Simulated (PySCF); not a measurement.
Property card for `c1ccccc1N`

C6H7N.
Z-matrix (Å and degrees, PBE0-D3(BJ)/def2-SVP geometry), rows numbered from 1:
```
N 
C   1  1.3807
C   2  1.4058  1  120.95
C   3  1.3908  2  120.69  1  -177.68
C   4  1.3947  3  120.88  2    -0.02
C   5  1.3947  4  118.74  3    -0.01
C   6  1.3908  5  120.84  4     0.01
H   1  1.0112  2  116.43  3  -160.05
H   1  1.0112  2  116.42  3   -22.41
H   3  1.0937  2  119.30  1     2.09
H   4  1.0931  3  119.13  2  -179.93
H   5  1.0917  4  120.63  3  -179.93
H   6  1.0932  5  120.01  4  -179.89
H   7  1.0937  2  119.30  1    -2.10
```

Some functional groups and rings: benzene ring and amine.

PBE0-D3(BJ)/def2-SVP geometry optimisation, gas phase (PySCF):

```
Point group                  : Cs
Rotational constants A, B, C : 5.630, 2.599, 1.780 GHz
```

CAM-B3LYP/def2-SVPD ground state, ΔSCF and vertical TDDFT (core frozen in the response) (PySCF):

```
Dipole moment                                                     : 1.65 D
HOMO energy                                                       : -7.13 eV
LUMO energy                                                       : 0.95 eV
HOMO–LUMO gap                                                     : 8.08 eV
Lowest singlet excitation                                         : 4.89 eV (254 nm, f = 0.038)
Strongest line among the 10 lowest singlet transitions            : S7 at 6.83 eV (181 nm, f = 0.594)
Lowest triplet excitation (Tamm–Dancoff)                          : 3.88 eV
Static isotropic polarisability                                   : 78.5 au
Vertical ionisation energy                                        : 7.87 eV
Electronic spatial extent ⟨r²⟩ about the centre of nuclear charge : 687 bohr²
```

**PBE0/pcSseg-1 ground state and GIAO shieldings, non-relativistic (PySCF)**

```
Lowest Hirshfeld atomic charge                              : -0.20 e on N1
Highest Hirshfeld atomic charge                             : +0.13 e on H8/H9
13C chemical shifts (computed TMS as zero) by class         : 151.5 (C2), 135.1 (C4/C6), 121.6 (C5), 116.6 (C3/C7) ppm
1H chemical shifts (computed TMS as zero) by class          : 7.21 (H11/H13), 6.70 (H12), 6.53 (H10/H14), 3.03 (H8/H9) ppm
Isotropic shieldings of nuclei other than C and H, by class : 190 (N1) ppm
Mayer bond orders between heavy atoms                       : N1–C2 1.15, C2–C3 1.34, C3–C4 1.47, C4–C5 1.42, C5–C6 1.42, C6–C7 1.47, C7–C2 1.34
```

B3LYP/pcJ-1 indirect spin-spin coupling, non-relativistic, gas phase; spin–dipole term left out for some pairs (PySCF):

```
Largest of the computed one-bond spin–spin couplings (means over like bonds) : 13C–1H +169.3 (C5–H12), 13C–1H +164.2 (C4–H11 and 1 like it), 13C–1H +161.6 (C3–H10 and 1 like it), 15N–1H -85.1 (N1–H8 and 1 like it), 13C–13C +67.1 (C2–C3 and 1 like it), 13C–13C +66.6 (C3–C4 and 1 like it), 13C–13C +62.6 (C4–C5 and 1 like it), 15N–13C -13.9 (N1–C2) Hz
```

Monoisotopic mass from the formula: 93.0578 u.

In wavenumbers S1 is 39400 cm⁻¹ (1 eV = 8065.54 cm⁻¹). S1 lies 3.19 eV below the HOMO–LUMO gap; its leading configuration is HOMO→LUMO, weight 0.87. The largest Löwdin shares of the HOMO are 0.25 on N1, 0.18 on C5 and 0.14 on C2. The ΔSCF ionisation energy exceeds −ε(HOMO) by 0.74 eV with CAM-B3LYP. The rotational constants make it an asymmetric top with κ = (2B − A − C)/(A − C) = -0.57, nearer the prolate limit (−1). The polarisability is 11.64 Å³ as a volume (1 au = 0.148185 Å³), or 1.57 au for each of the 50 electrons.

